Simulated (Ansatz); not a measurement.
Runs of Ansatz 0.2.0 on Sc. Symmetry: Fm-3m, No. 225, cubic system. Conventional cell: a = 4.520 Å, b = 4.520 Å, c = 4.520 Å, α = 90.00°, β = 90.00°, γ = 90.00°. Sc (site symmetry m-3m) is surrounded by 12 Sc at 3.20 Å. This isn't the form of Sc at room conditions, which is hcp.

```tsv
task	level	potentials or basis	spin	U	k mesh	cutoff (eV)	smearing	points for each segment of the path	driver	broadening	double counting	hubbard projectors	gap on the mesh (eV)	pressure (GPa)
band structure	SVWN5	PseudoDojo standard (LDA files)	off	-	10 × 10 × 10	1061	fermi-dirac 0.1 eV	14	-	-	-	-	none	-1.5
electron localisation function	r2SCAN0+D3(BJ)	Ansatz PAW	off	-	7 × 7 × 7	500	methfessel-paxton 0.1 eV	-	chain	-	-	-	none	-
single point	LDA	SSSP precision PAW	off	-	10 × 10 × 10	1225	cold 0.05 eV	-	-	-	-	-	none	(a)
optical spectrum	BLYP+D4	PseudoDojo standard	collinear, ferromagnetic start	-	10 × 10 × 10	1061	fermi-dirac 0.1 eV	-	chain	0.05 eV	-	-	none	-
density of states	PBEsol+D3(BJ)+U	Ansatz PAW polarizable	off	Sc d U = 1 eV	10 × 10 × 10	420	tetrahedron	-	-	-	amf	ortho-atomic (the default)	none	-1.9
```

Alike in all rows: cell as given.

Q: Fill in the values left out.

A: (a) -1.6.

Caveats: pairwise dispersion overbinds metals, which lowers pressure and volume (some runs); the PAW data sets come from PBE, with cores solved anew for the run's functional, which leaves a small shift of forces and pressure (some runs); the potentials were made for another functional, which shifts forces and pressure (some runs); U without spin polarisation on a metal has little footing (some runs); the U is typed as a test and isn't derived for this compound (some runs).

A k mesh can miss the band edges.

A gap of «none» marks a metal or a gap under the smearing width.

Not every run made on this cell is shown here.
